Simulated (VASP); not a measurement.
## Ir: single point with PBEsol

Ir:

```
CELL_PARAMETERS angstrom
-1.53954 1.53954 1.53954
1.53954 -1.53954 1.53954
1.53954 1.53954 -1.53954
ATOMIC_POSITIONS crystal
Ir 0.00000 0.00000 0.00000
```

This isn't the form of Ir at room conditions, which is fcc.

```json
{
  "Program": "VASP 6.6.1",
  "Task": "single point",
  "Functional": "PBEsol",
  "Potentials or basis": "VASP PAW PBE potentials, release 64 (Ir)",
  "Cutoff": "520 eV",
  "k mesh": "20 × 20 × 20",
  "Occupations": "gaussian, width 0.1 eV",
  "Spin": "non-collinear spin, zero start, spin-orbit coupling",
  "Starting moments": "[[0.0, 0.0, 0.0]] μB"
}
```

| Item | Value |
| --- | --- |
| Pressure | 1.4 GPa |
| Net moment | 0.00 μB per cell |
| Valence electrons inside the program's atomic spheres | Ir 8.31 |

Moments on the atoms (μB; x, y, z):
```
Ir  0.00 0.00 0.00
```

Run time: 49 s on 1 thread of Intel(R) Xeon(R) 6975P-C (Granite Rapids), on a shared host, peak memory 0.24 GiB.

Caveat: the PAW data sets were made with another functional, which shifts forces and pressure a little.
